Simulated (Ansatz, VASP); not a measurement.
**Be: VASP beside Ansatz**

```
CELL_PARAMETERS angstrom
2.29950 0.00000 0.00000
-1.14975 1.99143 0.00000
0.00000 0.00000 3.60090
ATOMIC_POSITIONS crystal
Be 0.25801 0.51602 0.16669
Be 0.66667 0.33333 0.75000
```

Alike in both runs: task single point; functional PBE; k mesh 24 × 24 × 14; occupations gaussian, width 0.15 eV; no spin polarisation.

```csv
,VASP,Ansatz
version,VASP 6.6.1,Ansatz 0.2.0
potentials or method,"VASP PAW PBE potentials, release 64 (Be)","scalar-relativistic, plane waves, PAW"
plane-wave cutoff (eV),520,420
valence electrons in the cell,4,4
```

Ansatz gave:

| Quantity | Value |
| --- | --- |
| gap on the k mesh at the Fermi level (eV) | none |
| pressure (GPa) | 4.1 |
| largest component of the traceless stress (GPa) | 14.42 |
| rms of the force components (eV/Å) | 1.563 |

Problem. Estimate VASP's values.

Solution. gap on the k mesh at the Fermi level (eV): none; pressure (GPa): 4.3; largest component of the traceless stress (GPa): 14.48; rms of the force components (eV/Å): 1.576.

Atom by atom the forces differ by 0.013 eV/Å (rms over components). A gap of «none» marks a metal or a gap that the smearing closes. With one functional, cell and mesh, what is left measures potentials, basis and numerics.

Caveats: forces of over 1 eV/Å show positions far from the minimum, so gaps and moduli don't describe the material at rest.
